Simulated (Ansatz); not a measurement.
## Effect of biaxial strain −0.86 %, plane normal [001], relaxed out of plane on ZrO2

Base system: ZrO2 (space group P2_1/c, No. 14).

```
CELL_PARAMETERS angstrom
      5.18987     0.00000     0.00000
      0.00000     5.24188     0.00000
     -0.90466     0.00000     5.30184
ATOMIC_POSITIONS crystal
  Zr 0.27576 0.04379 0.21002
  Zr 0.72424 0.54379 0.28998
  Zr 0.72424 0.95621 0.78998
  Zr 0.27576 0.45621 0.71002
  O  0.06497 0.32630 0.35005
  O  0.93503 0.82630 0.14995
  O  0.93503 0.67370 0.64995
  O  0.06497 0.17370 0.85005
  O  0.45100 0.75674 0.47552
  O  0.54900 0.25674 0.02448
  O  0.54900 0.24326 0.52448
  O  0.45100 0.74326 0.97552
```

Cartesian axes are those of the cell as printed.

Now apply this change: compressive biaxial strain of 0.86 % in the plane normal to [001], as in epitaxy on a mismatched substrate; the out-of-plane cell vector and the atoms relax.

Level of theory: PBE (Ansatz, an electronic-structure program), scalar-relativistic without spin-orbit coupling. Γ-centred 5×5×5 mesh, Fermi–Dirac width 0.05 eV.

```json
[
 {"quantity": "volume per atom", "base": "12.02 Å³", "changed": "11.91 Å³", "shift": "-0.11 Å³"},
 {"quantity": "space group", "base": "P2_1/c (No. 14)", "changed": "P2_1/c (No. 14)", "shift": "–"},
 {"quantity": "shortest interatomic distance", "base": "205.8 pm", "changed": "204.3 pm", "shift": "-1.5 pm"},
 {"quantity": "energy relative to the base (free energy F)", "base": "0 meV/atom", "changed": "+2.0 meV/atom", "shift": "+2.0 meV/atom"},
 {"quantity": "pressure (mean of the normal stresses, compression positive)", "base": "0.00 GPa", "changed": "2.11 GPa", "shift": "+2.11 GPa"},
 {"quantity": "band gap", "base": "3.65 eV", "changed": "3.72 eV", "shift": "+0.07 eV"},
 {"quantity": "gap character", "base": "indirect, Γ → Y₂", "changed": "indirect, Γ → Y₂", "shift": "–"},
 {"quantity": "smallest direct gap", "base": "3.71 eV", "changed": "3.77 eV", "shift": "+0.06 eV"},
 {"quantity": "width of the top valence band", "base": "0.68 eV", "changed": "0.65 eV", "shift": "-0.03 eV"},
 {"quantity": "valence-band top at Γ (three highest levels, from the VBM)", "base": "0.00, -0.19, -0.55 eV", "changed": "0.00, -0.14, -0.49 eV", "shift": "–"},
 {"quantity": "valley order (the lowest conduction-band minima on the path, energy above the VBM, named in the base's zone)", "base": "–", "changed": "Y₂ (1/2, 0, 0) 3.72 eV; A (1/2, 0, 1/2) 3.89 eV; Γ 4.15 eV", "shift": "–"},
 {"quantity": "out-of-plane strain", "base": "–", "changed": "+0.82 %", "shift": "–"},
 {"quantity": "ratio −ε⊥/ε∥", "base": "–", "changed": "0.96", "shift": "–"},
 {"quantity": "mean in-plane stress (compression positive)", "base": "–", "changed": "+3.2 GPa", "shift": "–"}
]
```

Whether these cells are dynamically stable was not tested.
